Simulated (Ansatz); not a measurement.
Crystal: ZnS (Wurtzite-4H).

```
Zn S
1.0
     3.82270    0.00000    0.00000
    -1.91135    3.31056    0.00000
     0.00000    0.00000   12.52000
Zn S
4 4
Direct
  0.66667 0.33333 0.75000
  0.33333 0.66667 0.25000
  0.00000 0.00000 0.50000
  0.00000 0.00000 0.00000
  0.66667 0.33333 0.93750
  0.33333 0.66667 0.43750
  0.00000 0.00000 0.68750
  0.00000 0.00000 0.18750
```

```yaml
Program: Ansatz 0.2.0
Task: single point
Functional: PBE
Potentials_or_basis: all-electron LAPW, scalar-relativistic
Cutoff: 280 eV (chosen from the basis error)
Basis_error_allowed: 0.001 eV/atom
k_mesh: 8 × 8 × 3
Occupations: fermi-dirac, width 0.05 eV
Spin: no spin polarisation
```

On this cell: pressure 1.3 GPa; largest force 0.043 eV/Å; band gap on the k mesh 2.13 eV, direct.

The same run follows on a disturbed copy (atoms moved at random, drawn with an rms of 0.05 Å):

```xyz
8
Lattice="3.8227 0.0000 0.0000 -1.9114 3.3106 0.0000 0.0000 0.0000 12.5200" Properties=species:S:1:pos:R:3 pbc="T T T"
Zn    1.8645    1.1091    9.3885
Zn   -0.0711    2.1574    3.1048
Zn   -0.0129   -0.0013    6.3002
Zn    0.0343   -0.0024   -0.0430
S     1.9447    1.0967   11.7622
S     0.0414    2.2136    5.4234
S     0.0618   -0.0243    8.6244
S    -0.0360    0.0137    2.3859
```

Problem. What changes?

Solution. The energy moves by +15.5 meV/atom; pressure 1.6 GPa; largest force 0.838 eV/Å; band gap on the k mesh 2.01 eV, direct.

Forces on the atoms (eV/Å):
```
Zn   0.593 -0.073  0.223
Zn   0.192  0.435  0.065
Zn   0.275  0.061 -0.475
Zn  -0.020 -0.022  0.578
S   -0.033  0.040 -0.301
S   -0.285 -0.080  0.679
S   -0.616  0.089 -0.071
S   -0.106 -0.450 -0.698
```

Stress tensor (GPa, compression positive):
```
1.49 0.59 0.63
0.59 2.24 0.26
0.63 0.26 1.04
```

Caveats: an odd mesh through Γ misses points on the zone boundary, where band edges often lie.
